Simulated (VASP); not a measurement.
The system is Sr.

```
Sr
1.0
     0.00000    3.04235    3.04235
     3.04235    0.00000    3.04235
     3.04235    3.04235    0.00000
Sr
1
Cartesian
  0.0000 0.0000 0.0000
```

```yaml
Program: VASP 6.6.1
Task: single point
Functional: PBEsol
Potentials_or_basis: VASP PAW PBE potentials, release 64 (Sr_sv)
Cutoff: 520 eV
k_mesh: 8 × 8 × 8
Occupations: fermi-dirac, width 0.05 eV
Spin: no spin polarisation
```

On this cell: pressure -0.9 GPa; band gap on the k mesh none (metal or under the smearing width).

The same run follows on a disturbed copy (cell strained at random at fixed volume):

```
Sr
1.0
     0.06610    3.01958    2.96526
     3.13463    0.00753    3.02383
     3.12896    3.07248    0.01320
Sr
1
Direct
  0.99000 0.99567 0.01497
```

**Question.** What does the disturbed cell give?

**Answer.** The energy (extrapolated to zero smearing) moves by +3.3 meV/atom; pressure -0.9 GPa; band gap on the k mesh none (metal or under the smearing width).

Stress tensor (GPa, compression positive):
```
-1.00 -0.22 -0.28
-0.22 -0.86  0.19
-0.28  0.19 -0.78
```

Caveats: the PAW data sets were made with another functional, which shifts forces and pressure a little.
